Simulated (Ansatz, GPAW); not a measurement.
# One calculation of TiC, 3 ways

```
CELL_PARAMETERS angstrom
0.00000 2.16572 2.16572
2.16572 0.00000 2.16572
2.16572 2.16572 0.00000
ATOMIC_POSITIONS crystal
Ti 0.00000 0.00000 0.00000
C 0.50000 0.50000 0.50000
```

The cell is a database's computed one, not the measured one.

Alike in all runs: task single point; functional PBE; k mesh 11 × 11 × 11; occupations gaussian, width 0.025 eV; no spin polarisation; no spin-orbit coupling. Pressure is positive in compression and, in plane waves, holds the error of the finite cutoff, which Ansatz's Pulay term estimates and takes out.

```
                        program and potentials  plane-wave cutoff (eV)                             notes  pressure (GPa)
                            Ansatz, Ansatz PAW                     420  Pulay term of +0.27 GPa included            0.28
Ansatz, all-electron LAPW, scalar-relativistic                       -                                 -            0.25
    GPAW, GPAW PAW data sets (gpaw-data 1.2.1)                     800                                 -            0.93
```

The pressure spans 0.25 (Ansatz, all-electron LAPW, scalar-relativistic) to 0.93 GPa (GPAW, GPAW PAW data sets (gpaw-data 1.2.1)), with all-electron results at 0.25.

The functional is the same throughout but for its coding, so the spread measures potentials, basis and numerics; runs on potential files found faulty are left out.
